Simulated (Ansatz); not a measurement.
# Rh: from a guess to a relaxed structure

Theory: DFT PBE, scalar-relativistic, plane waves, PAW (Ansatz 0.2.0). Cutoff 420 eV, Gaussian smearing, Γ-centred meshes. Cell and atoms relax first on a coarse mesh and then on a finer one. In between, the cell is made exact in the group found at 0.06 Å. In metals the finer mesh still leaves noise of several meV/atom or more. The steps can't lower the symmetry of their start. Collinear spin is switched on along the way, since trial moments persisted in a coarse test.

Recipe of this trial structure of Rh: random cell by space group and Wyckoff sites (Pm-3m, No. 221). Lengths were set from tabulated atomic sizes, so they are only a guess.

Space group Pm-3m (No. 221). a = 3.539 Å, b = 3.539 Å, c = 3.539 Å, α = 90.00°, β = 90.00°, γ = 90.00°
```
atom  site  symmetry       x       y       z
  Rh    3d    4/mm.m  0.5000  0.0000  0.0000
```

Energies count from the standard state of Rh at the same level.

Problem. What does it relax into?

Solution. The symmetry stays Pm-3m (No. 221). The volume per atom grows by 13.1 %, from 14.8 to 16.7 Å³. The shortest distance goes from 2.50 Å (Rh–Rh) to 2.61 Å (Rh–Rh). The energy falls by about 0.18 eV/atom (the start's value is from the coarse mesh). Conventional cell: a = 3.688 Å. Rh has 8 Rh at 2.61 Å.

```xyz
3
Lattice="3.6881 0.0000 0.0000 0.0000 3.6881 0.0000 0.0000 0.0000 3.6881" Properties=species:S:1:pos:R:3 pbc="T T T"
Rh    1.8440    0.0000    0.0000
Rh    0.0000    1.8440    0.0000
Rh    0.0000    0.0000    1.8440
```

Problem. How does it come out in energy, and is it a metal?

Solution. The energy over the standard state is +0.68 eV/atom, the gap on the 12×12×12 mesh of the 3-atom cell is 0 eV (a metal) and the net moment per atom is 0.13 μB. The moment by site is Rh 0.1 (×3) μB.

So it is a metastable form at best.

The last run used collinear spin and Gaussian smearing of 0.10 eV. Another magnetic order may lie lower. Symmetry constrained the relaxation, so the result can be a saddle point. Site moments count only spheres around the atoms; the net moment includes the space between them.
